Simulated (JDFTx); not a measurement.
Wanted: the native input for a JDFTx 1.7.0 (patched build) run.

| Item | Value |
| --- | --- |
| Task | single point |
| Functional | PBEsol |
| Dispersion | D3(BJ) |
| Potentials or basis | PseudoDojo-FR-PBEsol-0.4-standard with smoothed tails |
| Cutoff | 1116 eV |
| Density cutoff | 8925 eV |
| k mesh | 6 × 6 × 6 |
| Occupations | fermi-dirac, width 0.1 eV |
| Spin | spin-orbit coupling, no magnetisation |
| Local potential set to -Z/r beyond | 6 bohr |
| Bands | 30 |
| Density cutoff over wavefunction cutoff | 8 |
| Max SCF steps | 100 |
| SCF threshold on the energy | 1e-08 Ha |
| Solver of the electrons | scf |
| Further solve for the empty bands | yes |

The system is GaP.

```
CELL_PARAMETERS angstrom
0.00000 2.72525 2.72525
2.72525 0.00000 2.72525
2.72525 2.72525 0.00000
ATOMIC_POSITIONS crystal
Ga 0.00000 0.00000 0.00000
P 0.75000 0.75000 0.75000
```

The input as run:

GaP.in

```
include GaP.lattice
coords-type Lattice
include GaP.ionpos

ion-species pseudo/Ga.upf
ion-species pseudo/P.upf
elec-cutoff 41 328
elec-ex-corr gga-PBEsol
van-der-waals D3BJ
kpoint-folding 6 6 6
elec-smearing Fermi 0.0036749322
elec-n-bands 30
spintype spin-orbit
electronic-SCF nIterations 100 energyDiffThreshold 1e-08
electronic-minimize nIterations 30 energyDiffThreshold 1e-7
converge-empty-states yes
forces-output-coords Cartesian

dump-name run.$VAR
dump End Ecomponents EigStats BandEigs Kpoints Forces Stress
```

GaP.lattice

```
lattice \
    0.0000000000     5.1499761211     5.1499761211 \
    5.1499761211     0.0000000000     5.1499761211 \
    5.1499761211     5.1499761211     0.0000000000
```

GaP.ionpos

```
ion Ga     0.0000000000     0.0000000000     0.0000000000 1
ion P      0.7500000000     0.7500000000     0.7500000000 1
```

Potentials or basis: PseudoDojo-FR-PBEsol-0.4-standard with smoothed tails.

Run with:

```bash
$ jdftx -c 1 -i GaP.in -o GaP.out
```

Results of the run:

- Pressure: -2.7 GPa
- Band gap on the k mesh: 1.49 eV, indirect (least direct gap 1.71 eV)

Caveat: the empty levels aren't tightly converged.

It took 2 min on 1 thread of Intel(R) Xeon(R) Platinum 8488C (Sapphire Rapids) (shared host), peak memory 0.17 GiB.
